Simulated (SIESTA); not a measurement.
Te2Mo:

```
Te Mo
1.0
     6.33000    0.00000    0.00000
     0.00000    3.46900    0.00000
    -0.94679    0.00000   13.82762
Te Mo
8 4
Cartesian
  5.4013 2.6018 8.3588
  -0.0181 0.8672 5.4688
  4.9099 0.8672 11.7728
  0.4733 2.6018 2.0548
  1.7550 2.6018 12.3826
  3.6282 0.8672 1.4450
  2.1916 0.8672 8.9658
  3.1917 2.6018 4.8618
  4.2299 2.6018 13.7253
  1.1533 0.8672 0.1023
  3.8493 0.8672 6.8225
  1.5339 2.6018 7.0051
```

Base run:

| Item | Value |
| --- | --- |
| Program | SIESTA 5.4.2 |
| Functional | BLYP |
| Potentials or basis | PseudoDojo 0.4 standard (PBE files) |
| Basis | DZP (energy shift 0.002 Ry) |
| Grid cutoff | 800 Ry |
| Energy shift | 0.002 Ry |
| k mesh | 4 × 8 × 2 |
| Occupations | fermi-dirac, width 0.05 eV |
| Spin | no spin polarisation |

Its results: band gap on the k mesh none (metal or under the smearing width); pressure 11.9 GPa; largest force 1.140 eV/Å.

**Question.** The run is repeated on the same cell with these changes: functional from BLYP to PBE. What comes out?

**Answer.** Band gap on the k mesh none (metal or under the smearing width); pressure 6.0 GPa; largest force 0.833 eV/Å.

PBE binds more tightly than BLYP, so the same cell stands under less pressure.

Caveats: semicore shells carry a single zeta, which can move pressures by several GPa and volumes by a few percent; spin-orbit coupling is left out, which moves the levels of the heavy elements; the basis of atomic orbitals isn't converged, which shifts pressures, moduli and gaps; the potentials were made for another functional, which shifts forces and pressure (some runs).
